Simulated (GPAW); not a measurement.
# AlN: single point with RPBE+D4

**What was measured.**

From “Structural and optical properties of self-assembled AlN nanowires grown on SiO2/Si substrates by molecular beam epitaxy”, 2024, arxiv:2402.00216, for a bulk crystal of AlN at 0 K: band gap 6.0343 eV (an exciton energy, a little under the gap).

AlN:

```
Al N
1.0
     3.11300    0.00000    0.00000
    -1.55650    2.69594    0.00000
     0.00000    0.00000    4.98100
Al N
2 2
Direct
  0.66667 0.33333 0.50000
  0.33333 0.66667 0.00000
  0.66667 0.33333 0.88000
  0.33333 0.66667 0.38000
```

* Program: GPAW 26.7.0
* Task: single point
* Functional: RPBE
* Dispersion: D4
* Potentials or basis: the program's PAW data sets (release 1.2.1) made for this functional
* Cutoff: 800 eV
* Basis: pw
* k mesh: 10 × 10 × 6
* Occupations: gaussian, width 0.05 eV
* Spin: no spin polarisation
* Maxiter: 150

* Pressure: -2.3 GPa
* Largest force: 0.131 eV/Å
* Band gap on the k mesh: 4.25 eV, direct
* Dispersion energy per atom: -0.640 eV

Forces in eV/Å, atoms in the order of the input:
```
Al   0.000  0.000 -0.130
Al   0.000  0.000 -0.130
N    0.000  0.000  0.131
N    0.000  0.000  0.130
```

Stress tensor (GPa, compression positive):
```
-2.91  0.00  0.00
 0.00 -2.91  0.00
 0.00  0.00 -1.21
```

Levels at points of the mesh, in eV from the valence-band top:
```csv
k point,band 6,band 7,band 8,band 9,band 10,band 11
"(0.00, 0.00, 0.00)",-0.18,-0.18,0.00,4.25,6.75,10.68
"(0.00, 0.00, 0.50)",-0.52,-0.52,-0.52,6.52,6.52,10.44
"(0.50, 0.50, 0.00)",-2.06,-1.76,-0.66,5.86,5.90,8.28
"(0.50, 0.50, 0.50)",-1.44,-1.35,-1.35,5.38,5.38,9.38
```

It took 62 s on 1 thread of Arm Neoverse V1, on a shared host, peak memory 0.22 GiB.

A measured gap of AlN is 6.0343 eV (an exciton energy, a little under the gap; 0 K; quoted in “Structural and optical properties of self-assembled AlN nanowires grown on SiO2/Si substrates by molecular beam epitaxy”, 2024, arxiv:2402.00216); the calculated 4.25 eV misses it by -1.78 eV. 2 values of this kind are on record (6.034 to 6.0343 eV); this one was drawn at random. The value is that of RPBE+D4 on a finite k mesh, which can miss the band edges, without temperature or zero-point motion. Semilocal functionals fall short of measured gaps as a rule.
